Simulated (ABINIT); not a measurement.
# Al (Fm-3m) in ABINIT: notebook, part 2 of 2

ABINIT 10.8.3 (patched build). Earlier steps stand in the parts before.

### 6 Band structure, PW91

run.abi reads:

```
# Datasets: ground state, then fixed potential
ndtset 2

# Pseudopotentials
pp_dirpath "./"
pseudos "Al.GGA_PBE-JTH.xml"

# Structure
acell 5.4112434042 5.4112434042 5.4112434042
rprim
     0.0000000000     0.7071067812     0.7071067812
     0.7071067812     0.0000000000     0.7071067812
     0.7071067812     0.7071067812     0.0000000000
ntypat 1
znucl 13
natom 1
typat 1
xcart
     0.0000000000     0.0000000000     0.0000000000 Angstrom

# Plane-wave basis
ecut 20.0
pawecutdg 40.0

# Exchange and correlation
ixc -109134

# Bands and occupations
occopt 3
tsmear 0.00183747

# SCF cycle
nstep 100

# Output
iomode 3
prtwf 0
prteig 0
prtebands 0
enunit 2
prtden1 1

# Dataset 1
kptopt1 1
ngkpt1 11 11 11
nshiftk1 1
shiftk1 0.0 0.0 0.0
nband1 6
tolvrs1 1.0e-9

# Dataset 2: bands along G-X-W-K-G-L-U-W-L-K
iscf2 -2
getden2 1
nband2 10
nbdbuf2 2
tolwfr2 1.0e-12
kptopt2 -9
ndivsm2 5
prteig2 1
kptbounds2
     0.0000000000     0.0000000000     0.0000000000
     0.5000000000     0.0000000000     0.5000000000
     0.5000000000     0.2500000000     0.7500000000
     0.3750000000     0.3750000000     0.7500000000
     0.0000000000     0.0000000000     0.0000000000
     0.5000000000     0.5000000000     0.5000000000
     0.6250000000     0.2500000000     0.6250000000
     0.5000000000     0.2500000000     0.7500000000
     0.5000000000     0.5000000000     0.5000000000
     0.3750000000     0.3750000000     0.7500000000
```

Potentials or basis: JTH PAW PBE v2.0.

Started as:

```bash
$ abinit run.abi > log 2>&1
```

run.abo:

```text
.Version 10.8.3 of ABINIT
 DATASET    1 : space group Fm -3 m (#225); Bravais cF (face-center cubic)
================================================================================
 Values of the parameters that define the memory need for DATASET  1.
     intxc =       0    ionmov =       0      iscf =      17    lmnmax =       8
     lnmax =       4     mgfft =      24  mpssoang =       2    mqgrid =    3001
     natom =       1  nloc_mem =       2    nspden =       1   nspinor =       1
    nsppol =       1      nsym =      48    n1xccc =       1    ntypat =       1
    occopt =       3   xclevel =       2
       mpw =         495          nfft =       13824          nkpt =          56
 PAW method is used; the additional fine FFT grid is defined by:
   mgfftf=        32    nfftf =     32768
================================================================================
================================================================================

 DATASET    2 : space group Fm -3 m (#225); Bravais cF (face-center cubic)
================================================================================
 Values of the parameters that define the memory need for DATASET  2.
     intxc =       0    ionmov =       0      iscf =      -2    lmnmax =       8
     lnmax =       4     mgfft =      24  mpssoang =       2    mqgrid =    3001
     natom =       1  nloc_mem =       2    nspden =       1   nspinor =       1
    nsppol =       1      nsym =      48    n1xccc =       1    ntypat =       1
    occopt =       3   xclevel =       2
       mpw =         507          nfft =       13824          nkpt =          87
 PAW method is used; the additional fine FFT grid is defined by:
   mgfftf=        32    nfftf =     32768
================================================================================
================================================================================

--------------------------------------------------------------------------------
------------- Echo of variables that govern the present computation ------------
--------------------------------------------------------------------------------
 -outvars: echo values of preprocessed input variables --------
            acell      5.4112434042E+00  5.4112434042E+00  5.4112434042E+00 Bohr
              amu      2.69815390E+01
             ecut      2.00000000E+01 Hartree
           enunit           2
           getden1          0
           getden2          1
             iscf1         17
             iscf2         -2
[... 1007 lines left out ...]
   0.22318    0.23147    0.37579    0.58173    0.64639    0.97067    1.02480    1.11368
   1.14471    1.27983
 kpt#  86, nband= 10, wtk=  1.00000, kpt=  0.3889  0.3889  0.7222 (reduced coord)
   0.24288    0.25119    0.33243    0.56987    0.63291    0.93235    1.07408    1.13447
   1.14302    1.31897
 kpt#  87, nband= 10, wtk=  1.00000, kpt=  0.3750  0.3750  0.7500 (reduced coord)
   0.25237    0.27226    0.30608    0.56064    0.62207    0.89455    1.11754    1.13306
   1.16678    1.34554
 Eigenvalues (   eV  ) for nkpt=  87  k points:
 kpt#   1, nband= 10, wtk=  1.00000, kpt=  0.0000  0.0000  0.0000 (reduced coord)
  -2.34306   21.34550   21.34550   21.34550   22.69649   22.69649   22.69649   25.19690
  28.08401   28.08402
 kpt#   2, nband= 10, wtk=  1.00000, kpt=  0.0357  0.0000  0.0357 (reduced coord)
  -2.29703   20.77784   20.77784   20.99542   22.58502   23.33302   23.33302   25.64030
  27.48007   28.12896
 kpt#   3, nband= 10, wtk=  1.00000, kpt=  0.0714  0.0000  0.0714 (reduced coord)
  -2.15909   19.88756   19.88756   20.22262   22.27543   24.42137   24.42137   26.02913
  26.68852   28.25604
 kpt#   4, nband= 10, wtk=  1.00000, kpt=  0.1071  0.0000  0.1071 (reduced coord)
  -1.92945   19.01529   19.01529   19.34064   21.82492   24.26623   25.61516   25.61516
  28.03031   28.46877
 kpt#   5, nband= 10, wtk=  1.00000, kpt=  0.1429  0.0000  0.1429 (reduced coord)
  -1.60858   18.20379   18.20379   18.46884   21.28984   22.42659   26.85785   26.85785
  28.76295   29.54462
 kpt#   6, nband= 10, wtk=  1.00000, kpt=  0.1786  0.0000  0.1786 (reduced coord)
  -1.19706   17.46322   17.46322   17.65076   20.49774   20.81203   28.11448   28.11448
[... 230 lines left out ...]
   5.15768    5.36845   12.94497   16.69144   18.52517   25.33787   27.53937   29.46294
  31.43562   31.86633
 kpt#  84, nband= 10, wtk=  1.00000, kpt=  0.4167  0.4167  0.6667 (reduced coord)
   5.57996    5.80150   11.54342   16.22463   18.02552   26.58433   27.34579   29.53408
  31.48659   33.27053
 kpt#  85, nband= 10, wtk=  1.00000, kpt=  0.4028  0.4028  0.6944 (reduced coord)
   6.07295    6.29852   10.22573   15.82976   17.58921   26.41326   27.88634   30.30486
  31.14919   34.82606
 kpt#  86, nband= 10, wtk=  1.00000, kpt=  0.3889  0.3889  0.7222 (reduced coord)
   6.60923    6.83523    9.04591   15.50686   17.22243   25.37066   29.22722   30.87045
  31.10321   35.89104
 kpt#  87, nband= 10, wtk=  1.00000, kpt=  0.3750  0.3750  0.7500 (reduced coord)
   6.86731    7.40849    8.32892   15.25568   16.92734   24.34193   30.40977   30.83223
  31.74977   36.61393

== END DATASET(S) ==============================================================
================================================================================

 -outvars: echo values of variables after computation  --------
            acell      5.4112434042E+00  5.4112434042E+00  5.4112434042E+00 Bohr
           etotal1    -2.1088423074E+00
            fcart1    -0.0000000000E+00 -0.0000000000E+00 -0.0000000000E+00
            rprim      0.0000000000E+00  7.0710678120E-01  7.0710678120E-01
                       7.0710678120E-01  0.0000000000E+00  7.0710678120E-01
                       7.0710678120E-01  7.0710678120E-01  0.0000000000E+00
           strten1     2.2260653915E-06  2.2260653915E-06  2.2260653915E-06
                       0.0000000000E+00  0.0000000000E+00  0.0000000000E+00
 Calculation completed.
```

It took 8.6 s on 1 thread of Arm Neoverse V2, shared host; peak memory 0.11 GiB.

What came out:

- Free energy: -57.3845 eV
- Pressure: -0.1 GPa
- Band gap on the k mesh: none (metal or under the smearing width)
- Valence electrons inside the program's atomic spheres: Al 0.74 (radii [1.0074] Å)

Levels at the corners of the path, in eV from the Fermi level:
| point | band 1 | band 2 | band 3 | band 4 | band 5 | band 6 |
| --- | --- | --- | --- | --- | --- | --- |
| Γ | -11.11 | 12.58 | 12.58 | 12.58 | 13.93 | 13.93 |
| X | -2.93 | -1.61 | 5.27 | 5.52 | 5.52 | 8.99 |
| W | -0.86 | -0.86 | 0.21 | 1.01 | 15.74 | 15.74 |
| K | -1.90 | -1.36 | -0.43 | 6.49 | 8.16 | 15.58 |
| Γ | -11.11 | 12.58 | 12.58 | 12.58 | 13.93 | 13.93 |
| L | -4.57 | -4.40 | 11.26 | 11.26 | 11.45 | 11.45 |
| U | -1.90 | -1.36 | -0.43 | 6.49 | 8.16 | 15.58 |
| W | -0.86 | -0.86 | 0.21 | 1.01 | 15.74 | 15.74 |
| L | -4.57 | -4.40 | 11.26 | 11.26 | 11.45 | 11.45 |
| K | -1.90 | -1.36 | -0.43 | 6.49 | 8.16 | 15.58 |

Caveat: the PAW data sets were made with another functional, which shifts forces and pressure a little.

### 7 The runs side by side

```csv
task,level,potentials or basis,cutoff (eV),fine-grid cutoff,gap on the mesh (eV),pressure (GPa)
equation of state,r2SCAN,Ansatz NC PBE,653,-,-,-
band structure,AM05,JTH PAW PBE v2.0,544,1088.46 eV,none,-2.4
equation of state,BLYP+D3,JTH PAW PBE v2.0,544,1088.46 eV,-,-
band structure,PW91,JTH PAW PBE v2.0,544,1088.46 eV,none,-0.1
```

Alike in all rows: no spin polarisation; cell as given; k mesh 11 × 11 × 11; smearing fermi-dirac 0.05 eV.

Caveats: the PAW data sets were made with another functional, which shifts forces and pressure a little (some runs); pressures at fixed basis lie under the slope of the energies (some runs); a meta-GGA on potentials with a model core is unreliable (some runs); a meta-GGA on norm-conserving files made for a GGA shifts volumes by about 1 % (some runs); the minimum lies outside the volumes run (some runs); the potentials were made for another functional, which shifts forces and pressure (some runs).

Absolute energies hang on the potentials; compare differences alone.

### 8 Against experiment

Step 4. Measured bulk modulus of Al: 76.9 GPa (quoted in “The interpretation of polycrystalline coherent inelastic neutron scattering from aluminium”, 2013, pmc:3831299). This calculation gives 70 GPa (-9.3 %). The fit is for a static lattice scaled at fixed shape and fixed fractional positions. The cell as given is a measured one (16.60 Å³/atom); BLYP+D3 puts the equilibrium volume -0.7 % from it, thermal expansion not counted.
